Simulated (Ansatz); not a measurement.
## Relaxation of Ta2C

Computed with DFT r2SCAN, scalar-relativistic, plane waves, PAW (Ansatz). Run with 500 eV cutoff, 18×18×10 k-mesh, Gaussian smearing of 0.10 eV, no spin polarisation.

What was changed: biaxial strain in the a-b plane, c and atoms relaxed: +3.0 %.

Spin–orbit coupling is left out, which can shift energies with elements as heavy as these.

Command:

```bash
ansatz run input.yaml --threads 1 --pin off --max-ram 2560MiB --backend cpu --events-out ev --progress --plain --runs-dir out
```

Input:

```yaml
crystal:
  lattice:
    - [3.2034693902, 0.0, 0.0]
    - [-1.6017346951, 2.7742858722, 0.0]
    - [0.0, 0.0, 4.853337565]
  atoms:
    - { symbol: Ta, position: [0.3333333333, 0.6666666667, 0.2523576403] }
    - { symbol: Ta, position: [0.6666666667, 0.3333333333, 0.7476423597] }
    - { symbol: C, position: [0.0, 0.0, 0.0] }
basis:
  ecutwfc: 500
kpoints:
  mp_grid: { grid: [18, 18, 10] }
hamiltonian:
  xc: r2scan
scf:
  occupations: { method: gaussian, width: 0.1 }
output:
  forces: true
  stress: true
  eigenvalues: true
relax:
  adjacent_minimum: "off"
  f_tol: 0.008
  max_steps: 40
  cell: { stress_tol: 0.015, fix: [a, b, gamma] }
```

F is the free energy. Steps run on the plane waves of an earlier cell, but the last one, and at times one on the way, on a freshly chosen basis, so a repeated geometry can differ a little in energy. The held parts of the cell keep their stress, so P needn't end at zero.

At step 2 the energy rises: a step can overshoot before the optimiser corrects it.

Steps:

| step | F − F(1) (eV) | largest force component (eV/Å) | V (Å³/atom) | P (GPa) |
| --- | --- | --- | --- | --- |
| 1 | 0.0000 | 0.075 | 14.378 | -9.94 |
| 2 | 0.0168 | 0.399 | 14.600 | -12.53 |
| 3 | -0.0005 | 0.003 | 14.411 | -10.36 |
| 4 | -0.0005 | 0.000 | 14.409 | -10.32 |
| 5 | -0.0005 | 0.000 | 14.409 | -10.33 |
| 6 | -0.0005 | 0.000 | 14.409 | -10.33 |

Relaxed structure:

```yaml
crystal:
  lattice:
    - [3.20347, 0.00000, 0.00000]
    - [-1.60173, 2.77429, 0.00000]
    - [0.00000, 0.00000, 4.86389]
  atoms:
    - { symbol: Ta, position: [0.33333, 0.66667, 0.25170] }
    - { symbol: Ta, position: [0.66667, 0.33333, 0.74830] }
    - { symbol: C, position: [0.00000, 0.00000, 0.00000] }
```

The structure is trigonal, space group P-3m1 (No. 164). The conventional cell has a = 3.203 Å, b = 3.203 Å, c = 4.864 Å, α = 90.00°, β = 90.00°, γ = 120.00°. Around Ta (site symmetry 3m) lie 3 C at 2.22 Å. Around C (site symmetry -3m) lie 6 Ta at 2.22 Å.

The run converged. The run took 6.5 min on 1 thread of Intel(R) Xeon(R) Processor @ 2.50GHz (Skylake/Cascade Lake) (shared host), peak memory 0.69 GiB.